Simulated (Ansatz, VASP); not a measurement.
CaH: VASP beside Ansatz

```
CELL_PARAMETERS angstrom
0.00000 2.59170 2.59170
2.59170 0.00000 2.59170
2.59170 2.59170 0.00000
ATOMIC_POSITIONS crystal
Ca 0.00000 0.00000 0.00000
H 0.50000 0.50000 0.50000
```

Alike in both runs: task single point; functional PBE; k mesh 6 × 6 × 6; occupations gaussian, width 0.1 eV; no spin polarisation.

|  | VASP | Ansatz |
| --- | --- | --- |
| version | VASP 6.6.1 | Ansatz 0.2.0 |
| potentials or method | VASP PAW PBE potentials, release 64 (Ca_sv, H) | scalar-relativistic, plane waves, PAW |
| plane-wave cutoff (eV) | 520 | 420 |
| valence electrons in the cell | 11 | 11 |

```csv
,VASP,Ansatz,Ansatz less VASP
gap on the k mesh at the Fermi level (eV),none,none,-
pressure (GPa),-0.8,-0.9,-0.03
```

A gap of «none» marks a metal or a gap that the smearing closes.
